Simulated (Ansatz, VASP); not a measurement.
# PtSe2: VASP beside Ansatz

INCAR

```
SYSTEM = PtSe2
  PREC = Accurate
  ENCUT = 520
  EDIFF = 1E-7
  ISMEAR = -1
  SIGMA = 0.02
  LREAL = .FALSE.
  LASPH = .TRUE.
  NELM = 60
  ALGO = Normal
  ISIF = 2
  LWAVE = .FALSE.
  LCHARG = .FALSE.
  GGA = PE
  NBANDS = 18
```

Contents of KPOINTS:

```
regular mesh
0
G
  12 12 6
  0 0 0
```

Contents of POSCAR:

```
PtSe2
1.0
    3.7286503688      0.0000000000      0.0000000000
   -1.8643251844      3.2291059412      0.0000000000
    0.0000000000      0.0000000000      5.0660703130
Pt Se
1 2
Direct
    0.0000000000      0.0000000000      0.0000000000
    0.3333333333      0.6666666667      0.2550933301
    0.6666666667      0.3333333333      0.7449066699
```

Input for Ansatz:

```yaml
crystal:
  lattice:
    - [3.7286503688, 0.0, 0.0]
    - [-1.8643251844, 3.2291059412, 0.0]
    - [0.0, 0.0, 5.066070313]
  atoms:
    - { symbol: Pt, position: [0.0, 0.0, 0.0] }
    - { symbol: Se, position: [0.3333333333, 0.6666666667, 0.2550933301] }
    - { symbol: Se, position: [0.6666666667, 0.3333333333, 0.7449066699] }
kpoints:
  mp_grid: { grid: [12, 12, 6] }
  band_path:
    path:
      - [0.0, 0.0, 0.0]
      - [0.5, 0.0, 0.0]
      - [0.3333333333, 0.3333333333, 0.0]
      - [0.0, 0.0, 0.5]
      - [0.5, 0.0, 0.5]
      - [0.3333333333, 0.3333333333, 0.5]
      - [0.0, 0.25, 0.3333333333]
      - [0.0, 0.291667, 0.285156]
    npoints: 1
hamiltonian:
  xc: pbe
scf:
  occupations: { method: fermi_dirac, width: 0.02 }
  n_extra_bands: 4
output:
  forces: true
  stress: true
  eigenvalues: true
```

Change from the starting cell: uniaxial_z strain -4.0%.

Alike in both runs: task single point; functional PBE; k mesh 12 × 12 × 6; occupations fermi-dirac, width 0.02 eV; no spin polarisation.

```csv
,VASP,Ansatz
version,VASP 6.6.1,Ansatz 0.2.0
potentials or method,"VASP PAW PBE potentials, release 64 (Pt, Se)","plane waves, PAW"
plane-wave cutoff (eV),520,420
valence electrons in the cell,22,50
```

```tsv
	VASP	Ansatz	Ansatz less VASP
pressure (GPa)	5.2	5.2	+0.03
largest component of the traceless stress (GPa)	1.41	1.39	-0.015
rms of the force components (eV/Å)	0.103	0.099	-0.0032
```

Atom by atom the forces differ by 0.003 eV/Å (rms over components). The two sets of potentials don't hold the same shells in valence.

The runs have no spin-orbit coupling, so splittings on Pt are missing.
